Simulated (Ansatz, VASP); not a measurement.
## SnSe2 in VASP and in Ansatz

```xyz
3
Lattice="3.9120 0.0000 0.0000 -1.9560 3.3879 0.0000 0.0000 0.0000 6.2271" Properties=species:S:1:pos:R:3 pbc="T T T"
Sn    0.0000    0.0000    0.0000
Se    0.0000    2.2586    1.5512
Se    1.9560    1.1293    4.6758
```

Change from the starting cell: biaxial_xy strain +2.3%.

Alike in both runs: task single point; functional PBE; k mesh 12 × 12 × 4; occupations fermi-dirac, width 0.02 eV; no spin polarisation.

```csv
,VASP,Ansatz
version,VASP 6.6.1,Ansatz 0.2.0
potentials or method,"VASP PAW PBE potentials, release 64 (Sn_d, Se)","plane waves, PAW"
plane-wave cutoff (eV),520,420
valence electrons in the cell,26,46
```

|  | VASP | Ansatz | Ansatz less VASP |
| --- | --- | --- | --- |
| pressure (GPa) | 0.8 | 0.7 | -0.06 |
| largest component of the traceless stress (GPa) | 1.47 | 1.47 | -0.003 |
| rms of the force components (eV/Å) | 0.115 | 0.109 | -0.0057 |

Atom by atom the forces differ by 0.006 eV/Å (rms over components). The two sets of potentials don't hold the same shells in valence.

Caveats: this functional lacks dispersion, which binds the layers, so the pressure and a relaxed spacing across them are unreliable. A k mesh can miss the band edges.
